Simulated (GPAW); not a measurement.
Crystal: Ti.

```xyz
1
Lattice="-1.6410 1.6410 1.6410 1.6410 -1.6410 1.6410 1.6410 1.6410 -1.6410" Properties=species:S:1:pos:R:3 pbc="T T T"
Ti    0.0000    0.0000    0.0000
```

This isn't the form of Ti at room conditions, which is hcp.

```yaml
Program: GPAW 26.7.0
Task: relaxation of cell and atoms
Functional: RPBE
Dispersion: D3(BJ)
Potentials_or_basis: the program's PAW data sets (release 1.2.1) made for this functional
Cutoff: 600 eV
Basis: pw
k_mesh: 11 × 11 × 11
Occupations: fermi-dirac, width 0.05 eV
Spin: no spin polarisation
```

At the start: pressure -36.8 GPa; volume 17.68 Å³/atom.

Task: Where does the relaxation end?

Result: Over 4 steps the energy falls by 719.0 meV/atom and the volume is 12.45 Å³/atom (-29.6 %); space group Im-3m (No. 229, to 0.05 Å).

The path:
```tsv
step	energy change (eV)	largest force (eV/Å)	pressure (GPa)	volume (Å³)
1	0.0000	0.0000	-36.83	17.68
2	-0.5368	0.0000	-23.53	14.85
3	-0.7129	0.0000	4.13	12.14
4	-0.7190	0.0000	-0.28	12.45
```

Final structure:
```
Ti
1.0
    -1.46001    1.46001    1.46001
     1.46001   -1.46001    1.46001
     1.46001    1.46001   -1.46001
Ti
1
Cartesian
  0.0000 0.0000 0.0000
```

Caveat: later steps reuse the first step's grids; the volume moved by over 15 % at a fixed basis, so the end points are rough; the volume moved by -30 % from the deposited cell, more than functionals usually miss; pairwise dispersion overbinds metals, which lowers pressure and volume.
